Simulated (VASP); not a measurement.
HfSiO4:

```
CELL_PARAMETERS angstrom
3.32000 -3.10700 0.00000
3.32000 3.10700 0.00000
0.00000 0.00000 6.48600
ATOMIC_POSITIONS crystal
Hf 0.60042 0.39958 0.25000
Hf 0.39958 0.60042 0.75000
Si 0.86547 0.13453 0.75000
Si 0.13453 0.86547 0.25000
O 0.81680 0.78591 0.75000
O 0.21409 0.18320 0.75000
O 0.69440 0.30560 0.55496
O 0.69440 0.30560 0.94504
O 0.18320 0.21409 0.25000
O 0.78591 0.81680 0.25000
O 0.30560 0.69440 0.05496
O 0.30560 0.69440 0.44504
```

The cell was built by a generator and needn't be a form met in nature.

| Item | Value |
| --- | --- |
| Program | VASP 6.6.1 |
| Task | relaxation of cell and atoms |
| Functional | PBE |
| Potentials or basis | VASP PAW PBE potentials, release 64 (Hf_pv, Si, O) |
| Cutoff | 520 eV |
| k mesh | 6 × 6 × 4 |
| Occupations | gaussian, width 0.03 eV |
| Spin | no spin polarisation |

At the start: pressure 0.5 GPa; volume 11.15 Å³/atom.

Question: Where does the relaxation end?

Answer: Over 62 steps the energy falls by 17.5 meV/atom and the volume is 13.25 Å³/atom (+18.9 %); space group Cmcm (No. 63, to 0.05 Å).

The path:
```csv
step,energy change (eV),largest force (eV/Å),pressure (GPa),volume (Å³)
1,0.0000,0.0771,0.45,133.81
3,-0.0009,0.0495,-0.12,134.09
5,-0.0020,0.0395,0.00,134.09
7,-0.0024,0.0660,0.13,134.10
9,-0.0028,0.0729,0.11,134.27
11,-0.0031,0.0447,0.08,134.34
13,-0.0040,0.1043,-0.14,135.21
15,-0.0044,0.0817,-0.09,135.08
17,-0.0061,0.0543,-0.14,135.60
19,-0.0075,0.2340,-0.11,137.68
21,-0.0086,0.1355,-0.07,137.03
23,-0.0140,0.1539,0.52,138.43
25,-0.0288,0.6513,3.32,143.90
27,-0.0293,0.6727,3.33,144.15
29,-0.0301,0.7740,3.39,145.27
31,-0.0312,0.7402,3.34,145.03
33,-0.0397,0.6829,2.92,145.47
35,-0.0648,0.4593,1.29,147.25
37,-0.0826,0.2743,-0.86,149.90
39,-0.1103,0.3883,-1.39,152.20
41,-0.1379,0.3418,0.76,152.01
43,-0.1739,0.3538,0.25,153.80
45,-0.1857,0.1841,-0.01,154.70
47,-0.1898,0.1267,-0.18,155.32
49,-0.1950,0.0954,0.17,155.76
51,-0.1997,0.0752,0.20,156.41
53,-0.2022,0.1296,0.20,157.55
55,-0.2062,0.1926,-0.34,159.14
57,-0.2094,0.0816,-0.02,159.06
59,-0.2096,0.0123,-0.01,159.05
61,-0.2096,0.0118,-0.02,159.05
62,-0.2096,0.0091,0.00,159.04
```

Final structure:
```cif
data_structure
_symmetry_space_group_name_H-M 'P 1'
_symmetry_Int_Tables_number 1
_cell_length_a 5.0108
_cell_length_b 5.0108
_cell_length_c 6.3575
_cell_angle_alpha 90.000
_cell_angle_beta 90.000
_cell_angle_gamma 94.909
_cell_volume 159.04
loop_
_atom_site_label
_atom_site_type_symbol
_atom_site_fract_x
_atom_site_fract_y
_atom_site_fract_z
_atom_site_occupancy
Hf1 Hf 0.56645 0.43355 0.25000 1
Hf2 Hf 0.43355 0.56645 0.75000 1
Si1 Si 0.82433 0.17567 0.75000 1
Si2 Si 0.17567 0.82433 0.25000 1
O1 O 0.73527 0.86136 0.75000 1
O2 O 0.13864 0.26473 0.75000 1
O3 O 0.67134 0.32866 0.55480 1
O4 O 0.67134 0.32866 0.94520 1
O5 O 0.26473 0.13864 0.25000 1
O6 O 0.86136 0.73527 0.25000 1
O7 O 0.32866 0.67134 0.05480 1
O8 O 0.32866 0.67134 0.44520 1
```

Caveat: the volume moved by over 15 % at a fixed basis, so the end points are rough.
